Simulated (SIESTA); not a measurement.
Crystal: CrO2.

```
CELL_PARAMETERS angstrom
4.42100 0.00000 0.00000
0.00000 4.42100 0.00000
0.00000 0.00000 2.91700
ATOMIC_POSITIONS crystal
Cr 0.50000 0.50000 0.50000
Cr 0.00000 0.00000 0.00000
O 0.80100 0.19900 0.50000
O 0.69900 0.69900 0.00000
O 0.19900 0.80100 0.50000
O 0.30100 0.30100 0.00000
```

| Quantity | Value |
| --- | --- |
| Program | SIESTA 5.4.2 |
| Task | single point |
| Functional | PBE |
| Potentials or basis | PseudoDojo 0.4 standard (PBE files) |
| Basis | DZP (energy shift 0.003 Ry; two zetas on semicore shells) |
| Grid cutoff | 800 Ry |
| Energy shift | 0.003 Ry |
| k mesh | 6 × 6 × 9 |
| Occupations | fermi-dirac, width 0.05 eV |
| Spin | collinear spin, ferromagnetic start |
| Starting moments | [3.0, 3.0, 0.0, 0.0, 0.0, 0.0] μB |

On this cell: pressure 4.1 GPa; largest force 0.269 eV/Å; net moment 4.00 μB per cell; site moments Cr +2.26; O -0.13 μB; band gap on the k mesh none (metal or under the smearing width).

The same run follows on a disturbed copy (atoms moved at random, drawn with an rms of 0.05 Å):

```
Cr O
1.0
     4.42100    0.00000    0.00000
     0.00000    4.42100    0.00000
     0.00000    0.00000    2.91700
Cr O
2 4
Direct
  0.49544 0.49776 0.50223
  0.99932 0.00884 0.01282
  0.80093 0.20267 0.50537
  0.70796 0.70041 0.99434
  0.20488 0.81054 0.51589
  0.29761 0.31288 0.99546
```

Task: What does the disturbed cell give?

Result: The energy (extrapolated to zero smearing) moves by +9.8 meV/atom; pressure 4.3 GPa; largest force 1.211 eV/Å; net moment 4.00 μB per cell; site moments Cr +2.26, +2.25; O -0.13 μB; band gap on the k mesh none (metal or under the smearing width).

Forces in eV/Å, atoms in the order of the input:
```
Cr   0.617  1.009 -0.261
Cr   0.018 -0.676 -0.156
O    0.026 -0.178 -0.007
O   -0.507 -0.327  0.406
O   -0.227  0.283 -0.419
O    0.072 -0.112  0.437
```

Stress tensor (GPa, compression positive):
```
 3.26  0.09 -0.63
 0.09  4.48  0.28
-0.63  0.28  5.06
```

Caveats: the basis of atomic orbitals isn't converged, which shifts pressures, moduli and gaps; semilocal functionals often make such compounds metallic where correlation or magnetic order opens a gap, which also shifts bond lengths; only a ferromagnetic start was run, and an antiferromagnetic order may lie lower in energy.
